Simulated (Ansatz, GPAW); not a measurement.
Given: the input of a run of GPAW 26.7.0 (ASE script) on TiC. The cell is a database's computed one, not the measured one.

Contents of run.py:

```python
from ase.dft.bandgap import bandgap
from ase.io import read, write
from ase.units import GPa
from gpaw import GPAW, PW

atoms = read('TiC.xyz')

calc = GPAW(mode=PW(800),
            xc='PBE',
            kpts={'size': (11, 11, 11), 'gamma': True},
            occupations={'name': 'methfessel-paxton', 'order': 0, 'width': 0.025},
            nbands=18,
            convergence={'density': 1e-05, 'energy': 1e-05},
            maxiter=150,
            txt='gpaw.txt')
atoms.calc = calc
energy = atoms.get_potential_energy()
forces = atoms.get_forces()
stress = atoms.get_stress()
calc.write('gs.gpw')
write('result.traj', atoms)
print(f'Energy: {energy:.6f} eV')
print('Forces (eV/A):')
print(forces.round(4))
print('Stress (GPa):', (stress / GPa).round(3))
print('Fermi level:', round(calc.get_fermi_level(), 4), 'eV')
print(f'Gap: {bandgap(calc)[0]:.4f} eV, direct: {bandgap(calc, direct=True)[0]:.4f} eV')
```

File TiC.xyz:

```xyz
2
Lattice="0.0000000000 2.1657188437 2.1657188437 2.1657188437 0.0000000000 2.1657188437 2.1657188437 2.1657188437 0.0000000000" Properties=species:S:1:pos:R:3 pbc="T T T"
Ti     0.0000000000      0.0000000000      0.0000000000
C      2.1657188437      2.1657188437      2.1657188437
```

Potentials or basis: GPAW PAW data sets (gpaw-data 1.2.1), pw.

The run is started by

```bash
$ OMP_NUM_THREADS=1 python run.py
```

Task: What does the same run look like in Ansatz 0.2.0? Potentials or basis there: all-electron LAPW, scalar-relativistic.

Result: As run (cutoffs and basis follow the program's own potentials, and thresholds, step limits or extra output files can differ):

File input.yaml:

```yaml
crystal:
  lattice:
    - [0.0, 2.1657188437, 2.1657188437]
    - [2.1657188437, 0.0, 2.1657188437]
    - [2.1657188437, 2.1657188437, 0.0]
  atoms:
    - { symbol: Ti, position: [0.0, 0.0, 0.0] }
    - { symbol: C, position: [0.5, 0.5, 0.5] }
kpoints:
  mp_grid: { grid: [11, 11, 11] }
scf:
  occupations: { method: gaussian, width: 0.025 }
hamiltonian:
  xc: pbe
  pseudopotentials: { kind: all_electron, lapw: { basis_error: 0.001 } }
output:
  forces: true
  stress: true
  eigenvalues: true
```

Potentials or basis: all-electron LAPW, scalar-relativistic.

The run is started by

```bash
$ ansatz run input.yaml --threads 1 --pin off --max-ram 3072MiB --backend cpu --events-out ev --progress --plain --runs-dir out
```

Both were run:

|  | GPAW | Ansatz |
| --- | --- | --- |
| Pressure | 0.9 GPa | 0.2 GPa |

Where Ansatz's input types no cutoff or centring, it takes its own default and a Γ-centred mesh.

Pressure is positive in compression.
